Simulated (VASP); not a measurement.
# Ta3N (P-3m1) in VASP: further runs, part 2 of 2

VASP 6.6.1. The steps go on from the part before.

### Step 6. Relaxation of cell and atoms, BLYP+D3

The input, INCAR:

```
PREC = Accurate
ENCUT = 600
EDIFF = 1E-6
ISMEAR = -1
SIGMA = 0.05
LREAL = F
LASPH = T
NELM = 100
ALGO = Fast
ISIF = 3
LWAVE = F
LCHARG = F
GGA = B5
ALDAX = 1.0
AGGAX = 1.0
AGGAC = 1.0
ALDAC = 0.0
IVDW = 11
VDW_S6 = 1.0
VDW_S8 = 1.682
VDW_SR = 1.094
VDW_SR8 = 1.0
IBRION = 2
NSW = 60
EDIFFG = -0.02
```

The input, KPOINTS:

```
Automatic mesh
0
Gamma
  7 7 3
```

The input, POSCAR:

```
Ta3N
1.0
    3.0322239879      0.0000000000      0.0000000000
   -1.5161119940      2.6259830035      0.0000000000
    0.0000000000      0.0000000000      7.5241370000
Ta N
3 1
Direct
    0.6666666667      0.3333333333      0.8260700000
    0.3333333333      0.6666666667      0.1739300000
    0.0000000000      0.0000000000      0.5000000000
    0.0000000000      0.0000000000      0.0000000000
```

Potentials or basis: VASP PAW PBE potentials, release 64 (Ta_pv, N).

Started as:

```bash
$ cat potpaw_PBE.64/Ta_pv/POTCAR potpaw_PBE.64/N/POTCAR > POTCAR
$ mpirun -np 1 vasp_std > vasp.out
```

OUTCAR:

```text
PREC = Accurate
   ENCUT = 600
   EDIFF = 1E-6
   ISMEAR = -1
   LREAL = F
   LASPH = T
   NELM = 100
   ISIF = 3
   GGA = B5
   IVDW = 11
   IBRION = 2
   NSW = 60
   EDIFFG = -0.02
 IVDW          = 11

 ion  position               nearest neighbor table
   1  0.667  0.333  0.826-   4 2.19   4 2.19   4 2.19   3 3.01   3 3.01   3 3.01   2 3.15   2 3.15
                             2 3.15
   2  0.333  0.667  0.174-   4 2.19   4 2.19   4 2.19   3 3.01   3 3.01   3 3.01   1 3.15   1 3.15
                             1 3.15
   3  0.000  0.000  0.500-   1 3.01   2 3.01   1 3.01   2 3.01   1 3.01   2 3.01
   4  0.000  0.000  0.000-   1 2.19   2 2.19   1 2.19   2 2.19   1 2.19   2 2.19

  LATTYP: Found a hexagonal cell.
 ALAT       =     3.0322239879
 C/A-ratio  =     2.4813922158

  Lattice vectors:

 A1 = (   3.0322239879,   0.0000000000,   0.0000000000)
 A2 = (  -1.5161119940,   2.6259830035,   0.0000000000)
 A3 = (   0.0000000000,   0.0000000000,   7.5241370000)

Analysis of symmetry for initial positions (statically):
=====================================================================
 Subroutine PRICEL returns:
 Original cell was already a primitive cell.

 Routine SETGRP: Setting up the symmetry group for a
 hexagonal supercell.

 Subroutine GETGRP returns: Found 12 space group operations
 (whereof 12 operations were pure point group operations)
[... 157 lines left out ...]

 Free energy of the ion-electron system (eV)
  ---------------------------------------------------
  ext. energy  EPLUGINS =         0.00000000
  ---------------------------------------------------
  free energy    TOTEN  =       -40.51911589 eV

  energy without entropy =      -40.48916653  energy(sigma->0) =      -40.50414121

------------------------ aborting loop because EDIFF is reached ----------------------------------------

 Edisp (eV)   -3.68765

 E8    (eV) :    -2.7689
[... 111 lines left out ...]
  FREE ENERGIE OF THE ION-ELECTRON SYSTEM (eV)
  ---------------------------------------------------
  free  energy   TOTEN  =       -44.2269494896 eV

  energy  without entropy=      -44.1972539583  energy(sigma->0) =      -44.21210172

[... ionic steps 4 to 9 ...]

--------------------------------------- Ionic step       10  -------------------------------------------

 number of electron      38.0000002 magnetization

------------------------ aborting loop because EDIFF is reached ----------------------------------------
[... 79 lines left out ...]
--------------------------------------- Ionic step       12  -------------------------------------------

 number of electron      38.0000001 magnetization

 Free energy of the ion-electron system (eV)
  ---------------------------------------------------
  ext. energy  EPLUGINS =         0.00000000
  ---------------------------------------------------
  free energy    TOTEN  =       -40.44963618 eV

  energy without entropy =      -40.42058227  energy(sigma->0) =      -40.43510922

 E-fermi :   7.3091     XC(G=0): -12.1707

 val. band max:        7.2714635644   @ k =   0.2857   0.1429   0.0000
 cond. band min:       7.3123291432   @ k =   0.1429   0.1429   0.3333
 fundamental gap:      0.0408655788
 Fermi energy:         7.3091080478

 k-point     1 :       0.0000    0.0000    0.0000
  band No.  band energies     occupation
      1     -27.6351      2.00000
      2     -27.4318      2.00000
      3     -26.9466      2.00000
      4     -26.9466      2.00000
      5     -26.9297      2.00000
      6     -26.9297      2.00000
[... 544 lines left out ...]
  FREE ENERGIE OF THE ION-ELECTRON SYSTEM (eV)
  ---------------------------------------------------
  free  energy   TOTEN  =       -44.2569541622 eV

  energy  without entropy=      -44.2279002489  energy(sigma->0) =      -44.24242721

 reached required accuracy - stopping structural energy minimisation
```

OSZICAR:

```text
N       E                     dE             d eps       ncg     rms          rms(c)
DAV:   1     0.360277174935E+03    0.36028E+03   -0.23458E+04   920   0.192E+03
DAV:   2    -0.270754885029E+02   -0.38735E+03   -0.38333E+03  1039   0.503E+02
DAV:   3    -0.445263006479E+02   -0.17451E+02   -0.17109E+02  1218   0.945E+01
[... 129 lines left out ...]
DAV:   1    -0.404496225287E+02   -0.36831E-02   -0.21661E-02   976   0.126E+00    0.766E-02
RMM:   2    -0.404496363617E+02   -0.13833E-04   -0.13049E-03   987   0.311E-01    0.348E-02
RMM:   3    -0.404496395245E+02   -0.31628E-05   -0.28849E-04   972   0.136E-01    0.177E-02
RMM:   4    -0.404496366491E+02    0.28754E-05   -0.47231E-05  1048   0.550E-02    0.119E-02
RMM:   5    -0.404496361802E+02    0.46894E-06   -0.99973E-06   925   0.211E-02
  12 F= -.44256954E+02 E0= -.44242427E+02  d E =-.414069E-04
```

CONTCAR:

```text
Ta3N
   1.00000000000000
     2.9705967508418811    0.0000000000011613   -0.0000000000000000
    -1.4852983754689186    2.5726122506411917    0.0000000000000000
     0.0000000000000000    0.0000000000000000    7.6601294381156366
  Ta              N
     3     1
Direct
     0.6666666667000030    0.3333333332999970    0.8210988089034937
     0.3333333332999970    0.6666666667000030    0.1789011910965064
     0.0000000000000000    1.0000000000000000    0.5000000000000000
     0.0000000000000000    1.0000000000000000    0.0000000000000000

  0.00000000E+00  0.00000000E+00  0.00000000E+00
  0.00000000E+00  0.00000000E+00  0.00000000E+00
  0.00000000E+00  0.00000000E+00  0.00000000E+00
  0.00000000E+00  0.00000000E+00  0.00000000E+00
```

Run time: 5.2 min. Hardware: 1 thread of Intel Xeon Platinum 8488C (Sapphire Rapids), shared host; peak memory 0.21 GiB.

What came out:

| Property | Result |
| --- | --- |
| Free energy | -44.2570 eV |
| Relaxed volume | 14.64 Å³/atom |
| Relaxed cell | a = 2.971 Å, b = 2.971 Å, c = 7.660 Å, α = 90.00°, β = 90.00°, γ = 120.00° |
| Space group after relaxing (to 0.05 Å) | P-3m1 (No. 164) |
| Energy gained by relaxing | 12.5 meV/atom |
| Ionic steps | 12 |
| Pressure after relaxing | 0.0 GPa |
| Largest force after relaxing | 0.006 eV/Å |
| Band gap on the k mesh | none (metal or under the smearing width) |
| Dispersion energy per atom | -0.952 eV |

Forces on the atoms (eV/Å):
```
Ta   0.000  0.000 -0.006
Ta   0.000  0.000  0.006
Ta   0.000  0.000  0.000
N    0.000  0.000  0.000
```

Step by step:
```tsv
step	energy change (eV)	largest force (eV/Å)	pressure (GPa)	volume (Å³)
1	0.0000	0.1792	-4.64	59.91
2	0.0647	0.5818	12.34	56.23
3	-0.0202	0.2979	0.41	58.68
4	-0.0331	0.2063	0.37	58.60
5	-0.0427	0.3766	0.28	58.34
6	-0.0480	0.0327	0.29	58.47
7	-0.0487	0.1116	0.28	58.44
8	-0.0492	0.0149	-0.65	58.67
9	-0.0500	0.0559	-0.24	58.57
10	-0.0498	0.0370	0.68	58.38
11	-0.0501	0.0225	0.09	58.50
12	-0.0502	0.0060	-0.02	58.54
```

Final structure:
```
Ta N
1.0
     2.97060    0.00000    0.00000
    -1.48530    2.57261    0.00000
     0.00000    0.00000    7.66013
Ta N
3 1
Direct
  0.66667 0.33333 0.82110
  0.33333 0.66667 0.17890
  0.00000 0.00000 0.50000
  0.00000 0.00000 0.00000
```

Caveat: the PAW data sets were made with another functional, which shifts forces and pressure a little; pairwise dispersion overbinds metals, which lowers pressure and volume.

### Step 7. The reference run

An earlier run on the cell as given: functional PBE; potentials or basis VASP PAW PBE potentials, release 64 (Ta_pv, N); cutoff 520 eV; k mesh 10 × 10 × 4; occupations fermi-dirac, width 0.05 eV; no spin polarisation.

* Pressure: -0.4 GPa
* Largest force: 0.084 eV/Å
* Band gap on the k mesh: none (metal or under the smearing width)

### Step 8. Summary

```tsv
task	level	potentials or basis	cell	k mesh	cutoff (eV)	smearing	mesh quality	gap on the mesh (eV)	pressure (GPa)	relaxed volume (Å³/atom)	largest force (eV/Å)
single point	PBE	VASP PAW PBE potentials, release 64 (Ta_sv_GW, N_GW)	as given	4 × 4 × 2	450	gaussian 0.02 eV	coarse	none	-	-	0.54
single point	PBE	VASP PAW PBE potentials, release 64 (Ta_sv_GW, N_GW)	as given	5 × 5 × 2	500	gaussian 0.02 eV	coarse	none	-2.0	-	0.20
single point	PBE	VASP PAW PBE potentials, release 64 (Ta_sv_GW, N_GW)	as given	5 × 5 × 2	450	gaussian 0.02 eV	coarse	none	-	-	0.19
relaxation of cell and atoms	BLYP	VASP PAW PBE potentials, release 64 (Ta_pv, N)	relaxed	7 × 7 × 3	600	fermi-dirac 0.05 eV	not flagged	none	0.0	15.48	-
relaxation of cell and atoms	BLYP+D3	VASP PAW PBE potentials, release 64 (Ta_pv, N)	relaxed	7 × 7 × 3	600	fermi-dirac 0.05 eV	not flagged	none	0.0	14.64	0.01
single point	PBE	VASP PAW PBE potentials, release 64 (Ta_pv, N)	as given	10 × 10 × 4	520	fermi-dirac 0.05 eV	not flagged	none	-0.4	-	0.08
```

Alike in all rows: no spin polarisation.

Caveats: some runs use coarse meshes; the cutoff is under 1.25 times the usual one of these potentials, so pressure, stress and relaxed cells hold a basis-set (Pulay) error (some runs); the PAW data sets were made with another functional, which shifts forces and pressure a little (some runs); pairwise dispersion overbinds metals, which lowers pressure and volume (some runs).

Absolute energies hang on the potentials; compare differences alone.
